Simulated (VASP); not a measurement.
# Ge (Imma) in VASP: settings compared, part 2 of 2

VASP 6.6.1.

## Step 4: Equation of state, LDA, 17.58 Å³/atom (a relaxed cell with its volume scaled by 0.98)

INCAR

```
SYSTEM = Ge
ALGO = Fast
EDIFF = 1E-6
ENCUT = 520
ISIF = 2
ISMEAR = -1
LASPH = .TRUE.
LCHARG = .FALSE.
LREAL = .FALSE.
LWAVE = .FALSE.
NELM = 80
PREC = Accurate
SIGMA = 0.05
```

KPOINTS

```
k-points
0
G
  10 10 10
  0 0 0
```

POSCAR

```
Ge                                      
1.0
   -2.5202148419      2.5262835012      1.3804802693
    2.5202148419     -2.5262835012      1.3804802693
    2.5202148419      2.5262835012     -1.3804802693
  Ge            
     2
Direct
     0.3720891374769832    0.1220891374769831    0.2500000000000000
     0.6279108625230169    0.8779108625230169    0.7500000000000000
```

Run with:

```sh
> cat potpaw_LDA.64/Ge_d/POTCAR > POTCAR
> mpirun -np 1 vasp_std > vasp.out
```

It took 44 s on 1 thread of Intel Xeon 6975P-C (Granite Rapids), shared host; peak memory 0.2 GiB.

The run converged. Its results:

| Quantity | Value |
| --- | --- |
| Free energy | -10.0250 eV |
| Pressure | 2.3 GPa |
| Largest force | 0.006 eV/Å |
| Band gap on the k mesh | none (metal or under the smearing width) |

## Step 5: Equation of state, LDA, 17.94 Å³/atom

INCAR is that of step 4.

KPOINTS is that of step 4.

POSCAR

```
Ge                                      
1.0
   -2.5372438371      2.5433535022      1.3898081216
    2.5372438371     -2.5433535022      1.3898081216
    2.5372438371      2.5433535022     -1.3898081216
  Ge            
     2
Direct
     0.3720891374769832    0.1220891374769831    0.2500000000000000
     0.6279108625230169    0.8779108625230169    0.7500000000000000
```

Run with:

```sh
> cat potpaw_LDA.64/Ge_d/POTCAR > POTCAR
> mpirun -np 1 vasp_std > vasp.out
```

Run time: 57 s. Hardware: 1 thread of Intel Xeon 6975P-C (Granite Rapids), shared host; peak memory 0.21 GiB.

Results (log left out):

```
Free energy            : -10.0292 eV
Pressure               : 0.5 GPa
Largest force          : 0.006 eV/Å
Band gap on the k mesh : none (metal or under the smearing width)
```

## Step 6: Equation of state, LDA, 18.30 Å³/atom (a relaxed cell with its volume scaled by 1.02)

INCAR is that of step 5.

KPOINTS is that of step 5.

POSCAR

```
Ge                                      
1.0
   -2.5540472661      2.5601973937      1.3990124172
    2.5540472661     -2.5601973937      1.3990124172
    2.5540472661      2.5601973937     -1.3990124172
  Ge            
     2
Direct
     0.3720891374769832    0.1220891374769831    0.2500000000000000
     0.6279108625230169    0.8779108625230169    0.7500000000000000
```

Potentials or basis: VASP PAW LDA potentials, release 64 (Ge_d).

Run with:

```sh
> cat potpaw_LDA.64/Ge_d/POTCAR > POTCAR
> mpirun -np 1 vasp_std > vasp.out
```

It took 55 s on 1 thread of Intel Xeon 6975P-C (Granite Rapids), shared host; peak memory 0.21 GiB.

Results (log left out):

```yaml
Free_energy: -10.0259 eV
Pressure: -1.2 GPa
Largest_force: 0.006 eV/Å
Band_gap_on_the_k_mesh: none (metal or under the smearing width)
```

## Step 7: Equation of state, LDA, 18.65 Å³/atom (a relaxed cell with its volume scaled by 1.04)

INCAR is that of step 6.

KPOINTS is that of step 6.

POSCAR

```
Ge                                      
1.0
   -2.5706324533      2.5768225179      1.4080971680
    2.5706324533     -2.5768225179      1.4080971680
    2.5706324533      2.5768225179     -1.4080971680
  Ge            
     2
Direct
     0.3720891374769832    0.1220891374769831    0.2500000000000000
     0.6279108625230169    0.8779108625230169    0.7500000000000000
```

Run with:

```sh
> cat potpaw_LDA.64/Ge_d/POTCAR > POTCAR
> mpirun -np 1 vasp_std > vasp.out
```

Wall time 61 s (1 thread of Intel Xeon 6975P-C (Granite Rapids), shared host); peak memory 0.21 GiB.

The run converged. Its results:

- Free energy: -10.0160 eV
- Pressure: -2.6 GPa
- Largest force: 0.007 eV/Å
- Band gap on the k mesh: none (metal or under the smearing width)

## Step 8: Equation of state, LDA

This run uses another cell than the first one, of 17.94 Å³/atom, 0.943 times its volume.

This step only gathers the single runs of the series.

Results:

```
Equilibrium volume                        : 17.95 Å³/atom
Bulk modulus at fixed shape and positions : 83 GPa
Pressure derivative of the bulk modulus   : 4.6 (rough: it moves with the points fitted)
```

Energy against volume, from the lowest point:
```tsv
volume (Å³/atom)	energy (meV/atom)
17.220	8.42
17.578	2.12
17.937	0.00
18.296	1.63
18.655	6.60
```

Caveat: the cell was scaled at fixed shape and fractional positions, which overstates the stiffness of a crystal with free parameters, most of all of layers and chains.

## Step 9: Equation of state, PBEsol+D3 (atoms moved at random, drawn with an rms of 0.1 Å)

run.py

```python
from ase.calculators.vasp import Vasp
from ase.eos import EquationOfState
from ase.io import Trajectory
from ase.io import read
from ase.units import GPa

atoms = read('POSCAR')
calc = Vasp(
    directory='calc',
    xc='pbesol',
    pp='PBE',
    setups='recommended',
    prec='Accurate',
    encut=520,
    ediff=1e-07,
    ismear=0,
    sigma=0.01,
    lreal=False,
    lasph=True,
    nelm=60,
    algo='Normal',
    isif=2,
    lwave=False,
    lcharg=False,
    ivdw=11,
    kpts=[11, 11, 11],
    gamma=True,
)
atoms.calc = calc
cell = atoms.cell.copy()
volumes, energies = [], []
traj = Trajectory('eos.traj', 'w')
for x in [0.94, 0.96, 0.98, 1.0, 1.02, 1.04, 1.06]:
    atoms.set_cell(cell * x ** (1 / 3), scale_atoms=True)
    volumes.append(atoms.get_volume())
    energies.append(atoms.get_potential_energy())
    traj.write(atoms)
    print(f'{x:5.2f} {volumes[-1]:12.5f} {energies[-1]:14.6f}')

v0, e0, B = EquationOfState(volumes, energies, eos='birchmurnaghan').fit()
print(f'V0 = {v0:.4f} A^3, E0 = {e0:.6f} eV, B = {B / GPa:.2f} GPa')
```

POSCAR

```
Ge
1.0
   -2.4958980000      2.6508630000      1.4369470000
    2.4958980000     -2.6508630000      1.4369470000
    2.4958980000      2.6508630000     -1.4369470000
Ge
2
Direct
    0.3382850000      0.0768760000      0.2783880000
    0.7135580000      0.9259420000      0.7629180000
```

Potentials or basis: VASP PAW PBE potentials, release 64 (Ge_d).

Run with:

```sh
> python run.py
```

It took 57 min on 1 thread of Intel Xeon Platinum 8488C (Sapphire Rapids), shared host; peak memory 0.49 GiB.

The run converged. Its results:

- Equilibrium volume: 18.26 Å³/atom
- Bulk modulus at fixed shape and positions: 80 GPa
- Pressure derivative of the bulk modulus: 4.6

Energy against volume, from the lowest point:
```
volume (Å³/atom)  energy (meV/atom)
          17.874               2.20
          18.254               0.00
          18.634               1.82
          19.014               7.19
          19.395              15.71
          19.775              27.05
          20.155              40.92
```

Caveat: the cell was scaled at fixed shape and fractional positions, which overstates the stiffness of a crystal with free parameters, most of all of layers and chains; the PAW data sets were made with another functional, which shifts forces and pressure a little.

## Step 10: The reference run

An earlier run on the cell as given: functional PBE; potentials or basis VASP PAW PBE potentials, release 64 (Ge_d); cutoff 520 eV; k mesh 11 × 11 × 11; occupations fermi-dirac, width 0.05 eV; no spin polarisation.

* Pressure: 1.2 GPa
* Largest force: 0.057 eV/Å
* Band gap on the k mesh: none (metal or under the smearing width)

## Step 11: Overview

| task | level | potentials or basis | cell | k mesh | cutoff (eV) | smearing | cutoff of the response function | frequency points | ladder | mesh quality | V0 of scaled cells (Å³/atom) | B0 (GPa) |
| --- | --- | --- | --- | --- | --- | --- | --- | --- | --- | --- | --- | --- |
| RPA correlation energy | PBE | VASP PAW PBE potentials, release 64 (Ge_d_GW) | Imma, 19.01 Å³/atom | 4 × 4 × 4 | 400 | gaussian 0.05 eV | 200 | 8 | - | coarse | - | - |
| equation of state | LDA | VASP PAW LDA potentials, release 64 (Ge_d) | Imma, 17.94 Å³/atom | 10 × 10 × 10 | 520 | fermi-dirac 0.05 eV | - | - | gaps | not flagged | 17.95 | 83 |
| equation of state | PBEsol+D3 | VASP PAW PBE potentials, release 64 (Ge_d) | atoms moved at random, drawn with an rms of 0.1 Å | 11 × 11 × 11 | 520 | gaussian 0.01 eV | - | - | - | not flagged | 18.26 | 80 |
| single point | PBE | VASP PAW PBE potentials, release 64 (Ge_d) | Imma, 19.01 Å³/atom | 11 × 11 × 11 | 520 | fermi-dirac 0.05 eV | - | - | - | not flagged | - | - |

Alike in all rows: no spin polarisation.

Caveats: some runs use coarse meshes; the cell was scaled at fixed shape and fractional positions, which overstates the stiffness of a crystal with free parameters, most of all of layers and chains (some runs); the cutoff is under 1.25 times the usual one of these potentials, so pressure, stress and relaxed cells hold a basis-set (Pulay) error (some runs); the ground state has no gap, which makes the many-body step unreliable (some runs); the PAW data sets were made with another functional, which shifts forces and pressure a little (some runs).

Total energies depend on the potentials used, so only differences within one code and one set of settings carry meaning.
